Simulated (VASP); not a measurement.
# BeS (Pm-3m) in VASP: further runs

Runs on BeS. Level: LDA. Tasks: single point.

All numbers are computed with VASP 6.6.1; they aren't measurements. Logs are shortened: lines on timing, memory, paths and dates and some standing lists are left out, and cuts for length are marked.

### Step 1. Starting point

It takes space group Pm-3m (No. 221, cubic). Conventional cell: a = 2.776 Å, b = 2.776 Å, c = 2.776 Å, α = 90.00°, β = 90.00°, γ = 90.00°. Around Be (site symmetry m-3m) lie 8 S at 2.40 Å. S (site symmetry m-3m) has 8 Be at 2.40 Å as nearest neighbours.

The cell comes from a database or a generator and needn't be the stable form of this composition.

### Step 2. Single point, LDA

File INCAR:

```
ALGO = Fast ; EDIFF = 1E-6
ENCUT = 520 ; ISIF = 2
ISMEAR = 0 ; LASPH = T
LCHARG = F ; LREAL = F
LWAVE = F ; NBANDS = 11
NELM = 80 ; PREC = Accurate
SIGMA = 0.05
```

File KPOINTS:

```
k-points
0
Gamma
  6 6 6
```

File POSCAR:

```
BeS
1.0
    2.7764774445      0.0000000000      0.0000000000
    0.0000000000      2.7764774445      0.0000000000
    0.0000000000      0.0000000000      2.7764774445
Be S
1 1
Direct
    0.0000000000      0.0000000000      0.0000000000
    0.5000000000      0.5000000000      0.5000000000
```

Potentials or basis: VASP PAW LDA potentials, release 64 (Be, S).

Run with:

```bash
$ cat potpaw_LDA.64/Be/POTCAR potpaw_LDA.64/S/POTCAR > POTCAR
$ mpirun -np 1 vasp_std > vasp.out
```

OUTCAR:

```text
EDIFF = 1E-6
   ENCUT = 520
   ISIF = 2
   ISMEAR = 0
   LASPH = T
   LREAL = F
   NELM = 80
   PREC = Accurate

 ion  position               nearest neighbor table
   1  0.000  0.000  0.000-   2 2.40   2 2.40   2 2.40   2 2.40   2 2.40   2 2.40   2 2.40   2 2.40

   2  0.500  0.500  0.500-   1 2.40   1 2.40   1 2.40   1 2.40   1 2.40   1 2.40   1 2.40   1 2.40

  LATTYP: Found a simple cubic cell.
 ALAT       =     2.7764774445

  Lattice vectors:

 A1 = (   2.7764774445,   0.0000000000,   0.0000000000)
 A2 = (   0.0000000000,   2.7764774445,   0.0000000000)
 A3 = (   0.0000000000,   0.0000000000,   2.7764774445)

Analysis of symmetry for initial positions (statically):
=====================================================================
 Subroutine PRICEL returns:
 Original cell was already a primitive cell.

 Routine SETGRP: Setting up the symmetry group for a
 simple cubic supercell.

 Subroutine GETGRP returns: Found 48 space group operations
 (whereof 48 operations were pure point group operations)
 out of a pool of 48 trial point group operations.

The static configuration has the point symmetry O_h .

Analysis of symmetry for dynamics (positions and initial velocities):
=====================================================================
 Subroutine PRICEL returns:
 Original cell was already a primitive cell.

 Routine SETGRP: Setting up the symmetry group for a
 simple cubic supercell.

 Subroutine GETGRP returns: Found 48 space group operations
 (whereof 48 operations were pure point group operations)
 out of a pool of 48 trial point group operations.

The dynamic configuration has the point symmetry O_h .

 Subroutine INISYM returns: Found 48 space group operations
 (whereof 48 operations are pure point group operations),
 and found     1 'primitive' translations

----------------------------------------------------------------------------------------

                                     Primitive cell

  volume of cell :      21.4034

  direct lattice vectors                    reciprocal lattice vectors
     2.776477444  0.000000000  0.000000000     0.360168602  0.000000000  0.000000000
     0.000000000  2.776477444  0.000000000     0.000000000  0.360168602  0.000000000
     0.000000000  0.000000000  2.776477444     0.000000000  0.000000000  0.360168602

  length of vectors
     2.776477444  2.776477444  2.776477444     0.360168602  0.360168602  0.360168602

  position of ions in fractional coordinates (direct lattice)
     0.000000000  0.000000000  0.000000000
     0.500000000  0.500000000  0.500000000

  ion indices of the primitive-cell ions
   primitive index   ion index
                 1           1
                 2           2

----------------------------------------------------------------------------------------

 KPOINTS: k-points

Automatic generation of k-mesh.
 Grid dimensions read from file:
 generate k-points for:    6    6    6

 Generating k-lattice:

  Cartesian coordinates                     Fractional coordinates (reciprocal lattice)
     0.060028100  0.000000000  0.000000000     0.166666667  0.000000000  0.000000000
     0.000000000  0.060028100  0.000000000     0.000000000  0.166666667  0.000000000
     0.000000000  0.000000000  0.060028100     0.000000000  0.000000000  0.166666667

  Length of vectors
     0.060028100  0.060028100  0.060028100

  Shift w.r.t. Gamma in fractional coordinates (k-lattice)
     0.000000000  0.000000000  0.000000000

 Subroutine IBZKPT returns following result:
 ===========================================

 Found     20 irreducible k-points:

 Following reciprocal coordinates:
            Coordinates               Weight
  0.000000  0.000000  0.000000      1.000000
  0.166667  0.000000  0.000000      6.000000
  0.333333  0.000000  0.000000      6.000000
  0.500000  0.000000  0.000000      3.000000
  0.166667  0.166667  0.000000     12.000000
  0.333333  0.166667  0.000000     24.000000
[... 12 lines left out ...]
  0.500000  0.500000  0.333333      6.000000
  0.500000  0.500000  0.500000      1.000000
   k-points           NKPTS =     20   k-points in BZ     NKDIM =     20   number of bands    NBANDS=     11
   number of dos      NEDOS =    301   number of ions     NIONS =      2
   total plane-waves  NPLWV =  13824
   dimension x,y,z NGX =    24 NGY =   24 NGZ =   24
   dimension x,y,z NGXF=    48 NGYF=   48 NGZF=   48
   ions per type =               1   1
   NGX,Y,Z   is equivalent  to a cutoff of  14.37, 14.37, 14.37 a.u.
   NGXF,Y,Z  is equivalent  to a cutoff of  28.74, 28.74, 28.74 a.u.
 SYSTEM =  unknown system
   PREC   = accura    normal or accurate (medium, high low for compatibility)
   ISTART =      0    job   : 0-new  1-cont  2-samecut
   ICHARG =      2    charge: 1-file 2-atom 10-const
   ISPIN  =      1    spin polarized calculation?
   LNONCOLLINEAR =      F non collinear calculations
   LSORBIT =      F    spin-orbit coupling
   LASPH  =      T    aspherical Exc in radial PAW
   ENCUT  =  520.0 eV  38.22 Ry    6.18 a.u.   5.16  5.16  5.16*2*pi/ulx,y,z
   NELM   =     80;   NELMIN=  2; NELMDL= -5     # of ELM steps
   EDIFF  = 0.1E-05   stopping-criterion for ELM
   LREAL  =      F    real-space projection
   EDIFFG = 0.1E-04   stopping-criterion for IOM
   NSW    =      0    number of steps for IOM
   IBRION =     -1    ionic relax: 0-MD 1-quasi-New 2-CG
   NFREE  =      0    steps in history (QN), initial steepest desc. (CG)
   ISIF   =      2    stress and relaxation
   ISYM   =      2    0-nonsym 1-usesym 2-fastsym
   POTIM  = 0.5000    time-step for ionic-motion
   TEBEG  =    0.0;   TEEND  =   0.0 temperature during run
   PSTRESS=    0.0 pullay stress
   NELECT =       8.0000    total number of electrons
   NUPDOWN=      -1.0000    fix difference up-down
   EMIN   =  10.00;   EMAX   =-10.00  energy-range for DOS
   EFERMI =   0.00;   METHOD = LEGACY
   ISMEAR =     0;   SIGMA  =   0.05  broadening in eV -4-tet -1-fermi 0-gaus
   EFERMI_NEDOS =   21; number of points for ismear=-14 and -15
   IALGO  =     68    algorithm
   IMIX   =      4    mixing-type and parameters
     AMIX     =   0.40;   BMIX     =  1.00
     AMIX_MAG =   1.60;   BMIX_MAG =  1.00
  volume/ion in A,a.u.               =      10.70        72.22
  Fermi-wavevector in a.u.,A,eV,Ry     =   1.179263  2.228484 18.921095  1.390661
  Thomas-Fermi vector in A             =   2.315577
   LORBIT       =      0    0 simple, 1 ext, 2 COOP (PROOUT), +10 PAW based schemes
   GGA     = CA    functional components
   LHFCALC =     F    Hartree Fock is set to
   AEXX    =    0.0000 exact exchange contribution
   IVDW    =     0    specifies the selected vdW correction
   LEPSILON=     F    determine dielectric tensor
   LRPA    =     F    only Hartree local field effects (RPA)
 non-spin polarized calculation
 RMM-DIIS sequential band-by-band and
 Gauss-broadening in eV      SIGMA  =   0.05
  energy-cutoff  :      520.00
  volume of cell :       21.40
 maximum number of plane-waves:       588
 NGX is ok and might be reduce to    24
   NGX = 11   NGY = 11   NGZ = 11

 number of electron       8.0000002 magnetization

 Free energy of the ion-electron system (eV)
  ---------------------------------------------------
  ext. energy  EPLUGINS =         0.00000000
  ---------------------------------------------------
  free energy    TOTEN  =        -8.18073907 eV

  energy without entropy =       -8.17626738  energy(sigma->0) =       -8.17850322

 E-fermi :   9.2233     XC(G=0): -11.4827

 val. band max:        9.2191107625   @ k =   0.5000   0.3333   0.3333
 cond. band min:       9.2367219665   @ k =   0.3333   0.1667   0.0000
 fundamental gap:      0.0176112041
 Fermi energy:         9.2232573147

 k-point     1 :       0.0000    0.0000    0.0000
  band No.  band energies     occupation
      1      -8.1307      2.00000
      2       7.5189      2.00000
      3       7.5189      2.00000
      4       7.5189      2.00000
      5      12.7342      0.00000
      6      13.9960      0.00000
      7      13.9960      0.00000
      8      20.9187      0.00000
      9      20.9187      0.00000
     10      20.9187      0.00000
     11      26.3979      0.00000

 k-point     2 :       0.1667    0.0000    0.0000
  band No.  band energies     occupation
      1      -7.7321      2.00000
      2       4.7244      2.00000
      3       7.9026      2.00000
      4       7.9026      2.00000
      5      13.1613      0.00000
      6      14.4580      0.00000
      7      17.2756      0.00000
      8      19.1935      0.00000
      9      19.1935      0.00000
     10      20.3011      0.00000
     11      26.7371      0.00000

 k-point     3 :       0.3333    0.0000    0.0000
  band No.  band energies     occupation
      1      -6.6790      2.00000
      2       1.1858      2.00000
      3       8.9115      2.00000
      4       8.9115      2.00000
      5      13.6024      0.00000
      6      15.7182      0.00000
      7      16.3209      0.00000
      8      16.3209      0.00000
      9      18.5112      0.00000
     10      23.8445      0.00000
     11      23.8630      0.00000
[... 211 lines left out ...]
 k-point    19 :       0.5000    0.5000    0.3333
  band No.  band energies     occupation
      1      -1.9314      2.00000
      2       3.0658      2.00000
      3       3.0658      2.00000
      4       5.7295      2.00000
      5       7.9676      2.00000
      6      10.2788      0.00000
      7      10.2788      0.00000
      8      15.2974      0.00000
      9      28.1196      0.00000
     10      29.7273      0.00000
     11      29.7273      0.00000

 k-point    20 :       0.5000    0.5000    0.5000
  band No.  band energies     occupation
      1      -1.1575      2.00000
      2       4.1755      2.00000
      3       4.1755      2.00000
      4       4.1755      2.00000
      5       8.2226      2.00000
      6       8.2226      2.00000
      7       8.2226      2.00000
      8      14.5000      0.00000
      9      32.3333      0.00000
     10      32.3390      0.00000
     11      32.4322      0.00000

------------------------ aborting loop because EDIFF is reached ----------------------------------------

  FORCE on cell =-STRESS in cart. coord.  units (eV):
  Direction    XX          YY          ZZ          XY          YZ          ZX
  --------------------------------------------------------------------------------------
  -------------------------------------------------------------------------------------
  Total        1.2414847      1.2414847      1.2414847      0.0000000      0.0000000     -0.0000000
  in kB       92.9329060     92.9329060     92.9329060      0.0000000      0.0000000     -0.0000000
  external PRESSURE =      92.9329060 kB  Pullay stress =       0.0000000 kB

 VOLUME and BASIS-vectors are now :
 -----------------------------------------------------------------------------
  energy-cutoff  :      520.00
  volume of cell :       21.40
      direct lattice vectors                 reciprocal lattice vectors
     2.776477444  0.000000000  0.000000000     0.360168602  0.000000000  0.000000000
     0.000000000  2.776477444  0.000000000     0.000000000  0.360168602  0.000000000
     0.000000000  0.000000000  2.776477444     0.000000000  0.000000000  0.360168602

 POSITION                                       TOTAL-FORCE (eV/Angst)
 -----------------------------------------------------------------------------------
      0.00000      0.00000      0.00000         0.000000      0.000000      0.000000
      1.38824      1.38824      1.38824         0.000000      0.000000      0.000000
 -----------------------------------------------------------------------------------
    total drift:                               -0.000000     -0.000000     -0.000000

  FREE ENERGIE OF THE ION-ELECTRON SYSTEM (eV)
  ---------------------------------------------------
  free  energy   TOTEN  =        -8.1807390662 eV

  energy  without entropy=       -8.1762673836  energy(sigma->0) =       -8.17850322
```

Wall time 3.3 s (1 thread of Intel Xeon Platinum 8488C (Sapphire Rapids), shared host); peak memory 0.11 GiB.

What came out:

| Quantity | Value |
| --- | --- |
| Free energy | -8.1807 eV |
| Pressure | 9.3 GPa |
| Band gap on the k mesh | none (metal or under the smearing width) |

Levels at points of the mesh, in eV from the Fermi level:
```csv
k point,band 2,band 3,band 4,band 5,band 6,band 7
"(0.00, 0.00, 0.00)",-1.70,-1.70,-1.70,3.51,4.77,4.77
"(0.50, 0.00, 0.00)",-9.72,0.45,0.45,4.65,5.60,5.60
"(0.50, 0.50, 0.00)",-7.86,-7.86,-1.85,1.72,8.95,8.95
"(0.50, 0.50, 0.50)",-5.05,-5.05,-5.05,-1.00,-1.00,-1.00
```

Caveat: the k mesh is coarse (spacing up to 0.38 Å⁻¹), so the values aren't converged.

### Step 3. Single point, LDA

This run uses another cell than the first one, of 11.50 Å³/atom, 1.074 times its volume.

File INCAR:

```
SYSTEM = BeS
PREC = Accurate
ENCUT = 520
EDIFF = 1E-7
ISMEAR = 0
SIGMA = 0.05
LREAL = .FALSE.
LASPH = .TRUE.
NELM = 80
ALGO = Fast
ISIF = 2
LWAVE = .FALSE.
LCHARG = .FALSE.
NBANDS = 11
```

File KPOINTS:

```
regular mesh
0
G
  6 6 6
  0 0 0
```

File POSCAR:

```
BeS
1.0
    2.8435998045      0.0000000000      0.0000000000
    0.0000000000      2.8435998045      0.0000000000
    0.0000000000      0.0000000000      2.8435998045
Be S
1 1
Direct
    0.0000000000      0.0000000000      0.0000000000
    0.5000000000      0.5000000000      0.5000000000
```

Potentials or basis: VASP PAW LDA potentials, release 64 (Be, S).

Run with:

```bash
$ cat potpaw_LDA.64/Be/POTCAR potpaw_LDA.64/S/POTCAR > POTCAR
$ mpirun -np 1 vasp_std > vasp.out
```

Wall time 3.5 s (1 thread of Intel Xeon Platinum 8488C (Sapphire Rapids), shared host); peak memory 0.12 GiB.

Results (log left out):

```yaml
Free_energy: -8.2425 eV
Pressure: 2.5 GPa
Band_gap_on_the_k_mesh: none (metal or under the smearing width)
```

Levels at points of the mesh, in eV from the Fermi level:
```
           k point  band 1  band 2  band 3  band 4  band 5  band 6  band 7  band 8  band 9
(0.00, 0.00, 0.00)  -16.66   -1.61   -1.61   -1.61    2.76    4.99    4.99   10.94   10.94
(0.50, 0.00, 0.00)  -14.59   -9.14    0.36    0.36    4.19    5.49    5.49    7.68    7.94
(0.50, 0.50, 0.00)  -12.35   -7.32   -7.32   -1.69    1.50    8.44    8.44    8.55   10.25
(0.50, 0.50, 0.50)  -10.45   -4.69   -4.69   -4.69   -0.72   -0.72   -0.72    4.75   22.09
```

Caveat: the k mesh is coarse (spacing up to 0.37 Å⁻¹), so the values aren't converged.

### Step 4. Single point, LDA

This run uses another cell than the first one, of 11.87 Å³/atom, 1.110 times its volume.

File INCAR:

```
PREC = Accurate
ENCUT = 520
EDIFF = 1E-6
ISMEAR = 0
SIGMA = 0.05
LREAL = F
LASPH = T
NELM = 60
ALGO = Fast
ISIF = 2
LWAVE = F
LCHARG = F
NBANDS = 11
```

File KPOINTS:

```
regular mesh
0
Gamma
  6 6 6
```

File POSCAR:

```
BeS
1.0
    2.8743716424      0.0000000000      0.0000000000
    0.0000000000      2.8743716424      0.0000000000
    0.0000000000      0.0000000000      2.8743716424
Be S
1 1
Direct
    0.0000000000      0.0000000000      0.0000000000
    0.5000000000      0.5000000000      0.5000000000
```

Run with:

```bash
$ cat potpaw_LDA.64/Be/POTCAR potpaw_LDA.64/S/POTCAR > POTCAR
$ mpirun -np 1 vasp_std > vasp.out
```

Wall time 3.5 s (1 thread of Intel Xeon Platinum 8488C (Sapphire Rapids), shared host); peak memory 0.11 GiB.

Results (log left out):

| Item | Value |
| --- | --- |
| Free energy | -8.2480 eV |
| Pressure | -0.3 GPa |
| Band gap on the k mesh | none (metal or under the smearing width) |

Levels at points of the mesh, in eV from the Fermi level:
| k point | band 2 | band 3 | band 4 | band 5 | band 6 | band 7 |
| --- | --- | --- | --- | --- | --- | --- |
| (0.00, 0.00, 0.00) | -1.59 | -1.59 | -1.59 | 2.42 | 5.06 | 5.06 |
| (0.50, 0.00, 0.00) | -8.91 | 0.31 | 0.31 | 3.97 | 5.42 | 5.42 |
| (0.50, 0.50, 0.00) | -7.11 | -7.11 | -1.66 | 1.39 | 8.19 | 8.19 |
| (0.50, 0.50, 0.50) | -4.55 | -4.55 | -4.55 | -0.63 | -0.63 | -0.63 |

Caveat: the k mesh is coarse (spacing up to 0.36 Å⁻¹), so the values aren't converged.

### Step 5. Overview

```csv
cell,further INCAR settings,gap on the mesh (eV),pressure (GPa)
"Pm-3m, 10.7 Å³/atom",ALGO = Fast; EDIFF = 1e-06; NBANDS = 11,none,9.3
"Pm-3m, 11.5 Å³/atom",ALGO = Fast; EDIFF = 1e-07; NBANDS = 11,none,2.5
"Pm-3m, 11.87 Å³/atom",ALGO = Fast; EDIFF = 1e-06; NBANDS = 11,none,-0.3
```

Alike in all rows: task single point; level LDA; potentials or basis VASP PAW LDA potentials, release 64 (Be, S); no spin polarisation; k mesh 6 × 6 × 6; cutoff (eV) 520; smearing gaussian 0.05 eV; the mesh is coarse, so values aren't converged.

Caveats: all runs use coarse meshes.

Absolute energies hang on the potentials; compare differences alone.
